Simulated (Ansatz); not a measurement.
**How BN answers to pressure**

```cif
data_structure
_symmetry_space_group_name_H-M 'F-43m'
_symmetry_Int_Tables_number 216
_cell_length_a 3.6247
_cell_length_b 3.6247
_cell_length_c 3.6247
_cell_angle_alpha 90.000
_cell_angle_beta 90.000
_cell_angle_gamma 90.000
_cell_volume 47.62
loop_
_atom_site_label
_atom_site_type_symbol
_atom_site_symmetry_multiplicity
_atom_site_Wyckoff_symbol
_atom_site_fract_x
_atom_site_fract_y
_atom_site_fract_z
_atom_site_occupancy
B1 B 4 a 0.00000 0.00000 0.00000 1
N1 N 4 d 0.25000 0.25000 0.75000 1
```

The runs use the primitive cell with vectors (0.000, 1.812, 1.812), (1.812, 0.000, 1.812), (1.812, 1.812, 0.000) Å, to which the k mesh refers.

The cell was built from the zincblende type and relaxed in the same program, and has space group F-43m; it needn't be a known or the stable phase.

All numbers below come from Ansatz 0.2.0, DFT, PBE, all-electron LAPW, scalar-relativistic.

Numerical set-up: a Γ-centred 16×16×16 k mesh, Fermi–Dirac smearing of 0.03 eV, basis error target 0.25 meV/atom, no spin polarisation.

The cell is scaled evenly with fractional coordinates held. Semilocal gaps are too small, but their slopes carry over better.

| V/V(cell) | P (GPa) | gap on the k mesh (eV) |
| --- | --- | --- |
| 0.9600 | 16.35 | 4.503 |
| 0.9800 | 7.78 | 4.481 |
| 1.0000 | -0.01 | 4.459 |
| 1.0200 | -7.11 | 4.437 |

(1) From the rows at 0.9800 and 1.0200, what is the bulk modulus at the cell's volume?

(2) What are the gap's volume deformation potential and pressure coefficient?

(3) Predict the row at V/V(cell) = 1.0400. How far is a linear estimate of P off?

## Answers

(1) B = −ΔP/Δln V = −[(-7.11) − (7.78)]/0.04001 = 372.2 GPa.

(2) dEg/dln V = (4.437 − 4.481)/0.04001 = -1.10 eV, and dEg/dP = −(dEg/dln V)/B = 3 meV/GPa: pressure widens the gap.

(3) P = -13.58 GPa, gap 4.415 eV. The linear estimate P(cell) − B ln(V/V(cell)) = -14.61 GPa misses by 1.03 GPa, since the modulus falls on expansion.
